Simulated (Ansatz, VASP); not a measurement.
# One calculation of Mg2Ge, two programs

```
CELL_PARAMETERS angstrom
0.00000 3.18218 3.18218
3.18218 0.00000 3.18218
3.18218 3.18218 0.00000
ATOMIC_POSITIONS crystal
Mg 0.25000 0.25000 0.25000
Mg 0.75000 0.75000 0.75000
Ge 0.00000 0.00000 0.00000
```

Alike in both runs: functional PBEsol; k mesh 10 × 10 × 10; occupations gaussian, width 0.01 eV; no spin polarisation.

Ansatz relaxed the structure, and its values are those at the end. VASP's run is a single point on that final structure, the one shown.

```csv
,VASP,Ansatz
version,VASP 6.6.1,Ansatz 0.2.0
potentials or method,"VASP PAW PBE potentials, release 64 (Mg, Ge_d)","scalar-relativistic, plane waves, PAW"
plane-wave cutoff (eV),520,420
valence electrons in the cell,18,34
```

|  | VASP | Ansatz | Ansatz less VASP |
| --- | --- | --- | --- |
| gap on the k mesh at the Fermi level (eV) | 0.08 | 0.08 | +0.001 |
| least direct gap on the mesh (eV) | 1.04 | 1.03 | -0.005 |
| pressure (GPa) | -0.1 | 0.0 | +0.10 |

The two sets of potentials don't hold the same shells in valence.

Caveats: the PAW data sets were made with another functional, which shifts forces and pressure a little (VASP). A k mesh can miss the band edges.
